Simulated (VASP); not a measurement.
Crystal: GaAs.

```
As Ga
1.0
     0.00000    2.82685    2.82685
     2.82685    0.00000    2.82685
     2.82685    2.82685    0.00000
As Ga
1 1
Cartesian
  4.2403 4.2403 4.2403
  0.0000 0.0000 0.0000
```

```yaml
Program: VASP 6.6.1
Task: relaxation of cell and atoms
Functional: LDA
Potentials_or_basis: VASP PAW LDA potentials, release 64 (As, Ga_d)
Cutoff: 600 eV
k_mesh: 8 × 8 × 8
Occupations: fermi-dirac, width 0.05 eV
Spin: no spin polarisation
```

At the start: pressure -1.6 GPa; volume 22.59 Å³/atom.

Q: Where does the relaxation end?

A: Over 3 steps the energy falls by 2.7 meV/atom and the volume is 22.07 Å³/atom (-2.3 %); space group F-43m (No. 216, to 0.05 Å).

The path:
```csv
step,energy change (eV),largest force (eV/Å),pressure (GPa),volume (Å³)
1,0.0000,0.0000,-1.64,45.18
2,-0.0043,0.0000,0.81,43.69
3,-0.0054,0.0000,0.00,44.14
```

Final structure:
```
CELL_PARAMETERS angstrom
0.00000 2.80510 2.80510
2.80510 0.00000 2.80510
2.80510 2.80510 0.00000
ATOMIC_POSITIONS crystal
As 0.75000 0.75000 0.75000
Ga 0.00000 0.00000 0.00000
```
